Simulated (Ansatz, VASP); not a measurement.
## Two plane-wave programs on BN

```
CELL_PARAMETERS angstrom
0.00000 1.64295 1.97091
1.97091 0.00000 1.97091
1.97091 1.64295 0.00000
ATOMIC_POSITIONS crystal
B 0.00000 0.00000 0.00000
N 0.75000 0.75000 0.75000
```

Alike in both runs: task single point; functional PBE; k mesh 12 × 12 × 12; occupations gaussian, width 0.05 eV; no spin polarisation.

|  | VASP | Ansatz |
| --- | --- | --- |
| version | VASP 6.6.1 | Ansatz 0.2.0 |
| potentials or method | VASP PAW PBE potentials, release 64 (B, N) | scalar-relativistic, plane waves, PAW |
| plane-wave cutoff (eV) | 520 | 520 |
| valence electrons in the cell | 8 | 8 |

VASP gave:

* gap on the k mesh at the Fermi level (eV): 1.98
* least direct gap on the mesh (eV): 7.03
* pressure (GPa): -23.3
* largest component of the traceless stress (GPa): 53.50

Task: What did Ansatz give for the same quantities?

Result: gap on the k mesh at the Fermi level (eV): 1.99; least direct gap on the mesh (eV): 7.04; pressure (GPa): -23.3; largest component of the traceless stress (GPa): 53.47.

With one functional, cell and mesh, what is left measures potentials, basis and numerics.

Caveats: so large a pressure means that the cell lies far from this level's equilibrium, or that cutoff or potentials fall short (VASP). A k mesh can miss the band edges.
